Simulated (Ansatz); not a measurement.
How settings move the G0W0 gap of GaN (rocksalt)

Rocksalt GaN, relaxed with r2SCAN; one-shot G0W0 in Ansatz without spin-orbit coupling. Spin-unpolarised throughout. Whether this structure exists isn't addressed.

Space group Fm-3m (No. 225). a = 4.217 Å, b = 4.217 Å, c = 4.217 Å, α = 90.00°, β = 90.00°, γ = 90.00°
```json
{"atom": "Ga", "site": "4a", "symmetry": "m-3m", "x": "0.0000", "y": "0.0000", "z": "0.0000"}
{"atom": "N", "site": "4b", "symmetry": "m-3m", "x": "0.5000", "y": "0.0000", "z": "0.0000"}
```

Gaps are read over the mesh points alone. G0W0 here is at a finite number of bands, screening cutoff and k mesh, not at the basis limit.
```csv
start,potentials,frequency model,mesh,empty bands,screening cutoff (eV),Kohn-Sham gap (eV),G0W0 gap (eV)
PBE,PAW,contour deformation,6×6×6,42,100,0.63,1.44
PBE,PAW,contour deformation,6×6×6,102,180,0.63,1.45
PBE,PAW,contour deformation,6×6×6,199,260,0.63,1.34
HSE06,PAW,contour deformation,6×6×6,102,180,1.90,2.05
r2SCAN,PAW,contour deformation,6×6×6,102,180,1.15,1.70
PBE0,PAW,contour deformation,6×6×6,102,180,2.60,2.20
PBE,PAW,Godby-Needs pole,6×6×6,102,180,0.63,1.42
PBE,PAW,contour deformation,10×10×10,30,80,0.67,1.53
PBE,norm-conserving,contour deformation,6×6×6,102,180,0.61,1.49
```

Over the mesh points the PBE gap of 0.63 eV becomes a quasiparticle gap of 1.34 eV (Γ–K (0.44 of the way from Γ) to X), a change of +0.71 eV. Renormalisation factors Z lie between 0.74 and 0.82.

Raising bands and cutoff together moves the gap by +0.01 eV (100 to 180 eV), then -0.11 eV (180 to 260 eV); the last step is still large, so the basis limit isn't reached. Starting from HSE06 (1.90 eV against PBE's 0.63 eV) gives 2.05 eV, +0.60 eV from G0W0@PBE at the same screening cutoff. Starting from r2SCAN (1.15 eV against PBE's 0.63 eV) gives 1.70 eV, +0.25 eV from G0W0@PBE at the same screening cutoff. Starting from PBE0 (2.60 eV against PBE's 0.63 eV) gives 2.20 eV, +0.75 eV from G0W0@PBE at the same screening cutoff. The Godby-Needs plasmon pole differs from contour deformation by -0.03 eV. Norm-conserving potentials (wave cutoff 1240 eV against 420 eV) shift the quasiparticle gap by +0.04 eV and the PBE gap by -0.02 eV. r2SCAN runs take a wave cutoff of 500 eV.

With a shallow d shell on the cation, G0W0 converges slowly in bands and cutoff, so these values are in doubt.
